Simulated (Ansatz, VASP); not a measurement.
**Two plane-wave programs on C**

Contents of INCAR:

```
ALGO = Fast ; EDIFF = 1E-6
EDIFFG = -0.01 ; ENCUT = 600
GGA = PE ; IBRION = 2
ISIF = 4 ; ISMEAR = 0
IVDW = 12 ; LASPH = T
LCHARG = F ; LREAL = F
LWAVE = F ; NELM = 80
NSW = 50 ; PREC = Accurate
SIGMA = 0.1
```

KPOINTS

```
k-points
0
Gamma
  21 21 6
```

File POSCAR:

```
C
1.0
    2.4893706156      0.0000000000      0.0000000000
   -1.2446853078      2.1558581926      0.0000000000
    0.0000000000      0.0000000000      6.8072817651
C
4
Direct
    0.0000000000      0.0000000000      0.0025000117
    0.0000000000      0.0000000000      0.5025000117
    0.3333333333      0.6666666667      0.0024999883
    0.6666666667      0.3333333333      0.5024999883
```

Input for Ansatz:

```yaml
crystal:
  lattice:
    - [2.4893706156, 0.0, 0.0]
    - [-1.2446853078, 2.1558581926, 0.0]
    - [0.0, 0.0, 6.8072817651]
  atoms:
    - { symbol: C, position: [0.0, 0.0, 0.0025000117] }
    - { symbol: C, position: [0.0, 0.0, 0.5025000117] }
    - { symbol: C, position: [0.3333333333, 0.6666666667, 0.0024999883] }
    - { symbol: C, position: [0.6666666667, 0.3333333333, 0.5024999883] }
basis:
  ecutwfc: 420
kpoints:
  mp_grid: { grid: [21, 21, 6] }
hamiltonian:
  xc: pbe
  dispersion: d3bj
scf:
  occupations: { method: gaussian, width: 0.1 }
output:
  forces: true
  stress: true
  eigenvalues: true
relax:
  adjacent_minimum: "off"
  f_tol: 0.01
  max_steps: 30
  cell: { stress_tol: 0.1, fix: [volume] }
```

Alike in both runs: task relaxation of shape and atoms at fixed volume; functional PBE; dispersion D3(BJ); k mesh 21 × 21 × 6; occupations gaussian, width 0.1 eV; no spin polarisation.

|  | VASP | Ansatz |
| --- | --- | --- |
| version | VASP 6.6.1 | Ansatz 0.2.0 |
| potentials or method | VASP PAW PBE potentials, release 64 (C) | scalar-relativistic, plane waves, PAW |
| plane-wave cutoff (eV) | 600 | 420 |
| valence electrons in the cell | 16 | 16 |

Ansatz gave:

- gap on the k mesh at the Fermi level, each at its own relaxed structure (eV): none
- relaxed volume (Å³/atom): 9.13
- relaxed cell length with the largest relative difference (Å): 6.933
- energy change over the relaxation (meV/atom): -6

What did VASP give for the same quantities?

gap on the k mesh at the Fermi level, each at its own relaxed structure (eV): none; relaxed volume (Å³/atom): 9.13; relaxed cell length with the largest relative difference (Å): 6.929; energy change over the relaxation (meV/atom): -6.

A gap of «none» marks a metal or a gap that the smearing closes.
